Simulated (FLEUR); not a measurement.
The system is PbS (Galena).

```
Pb S
1.0
     0.00000    2.96575    2.96575
     2.96575    0.00000    2.96575
     2.96575    2.96575    0.00000
Pb S
1 1
Direct
  0.00000 0.00000 0.00000
  0.50000 0.50000 0.50000
```

Base run:

| Item | Value |
| --- | --- |
| Program | FLEUR MaX-R8.1 (later development tree) |
| Functional | LDA |
| Potentials or basis | all-electron |
| Basis | FLAPW |
| Kmax | 4.41 1/bohr |
| k mesh | 8 × 8 × 8 |
| Occupations | fermi-dirac, width 0.05 eV |
| Spin | no spin polarisation |

Its results: band gap on the k mesh 0.23 eV, direct.

Q: The run is repeated on the same cell with these changes: functional from LDA to r2SCAN. What comes out?

A: Band gap on the k mesh 0.63 eV, direct.

r2SCAN gives the wider gap, since meta-GGAs in the generalised Kohn-Sham scheme recover part of the derivative discontinuity.

Caveats: spin-orbit coupling is left out, which as a rule narrows the gap of such compounds by several tenths of an eV; the meta-GGA is that of a development version, with a GGA for the radial functions and cores and without core tails (some runs).

Not every run made on this cell is shown here.
